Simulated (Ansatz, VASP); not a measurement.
## One calculation of Ge, two programs

```
Ge
1.0
     3.40218   -3.61389    0.00000
     3.40218    3.61389    0.00000
     0.00000    0.00000    3.73882
Ge
4
Direct
  0.45363 0.17479 0.25000
  0.54637 0.82521 0.75000
  0.82521 0.54637 0.25000
  0.17479 0.45363 0.75000
```

Alike in both runs: functional PBE; k mesh 4 × 4 × 6; occupations gaussian, width 0.1 eV; no spin polarisation.

Ansatz relaxed the structure, and its values are those at the end. VASP's run is a single point on that final structure, the one shown.

|  | VASP | Ansatz |
| --- | --- | --- |
| version | VASP 6.6.1 | Ansatz 0.2.0 |
| potentials or method | VASP PAW PBE potentials, release 64 (Ge_d) | scalar-relativistic, plane waves, PAW |
| plane-wave cutoff (eV) | 520 | 420 |
| valence electrons in the cell | 56 | 56 |

|  | VASP | Ansatz | Ansatz less VASP |
| --- | --- | --- | --- |
| gap on the k mesh at the Fermi level (eV) | none | none | - |
| pressure (GPa) | -0.1 | -0.1 | +0.01 |
| rms of the force components (eV/Å) | 0.014 | 0.013 | -0.0004 |

A gap of «none» marks a metal or a gap that the smearing closes.
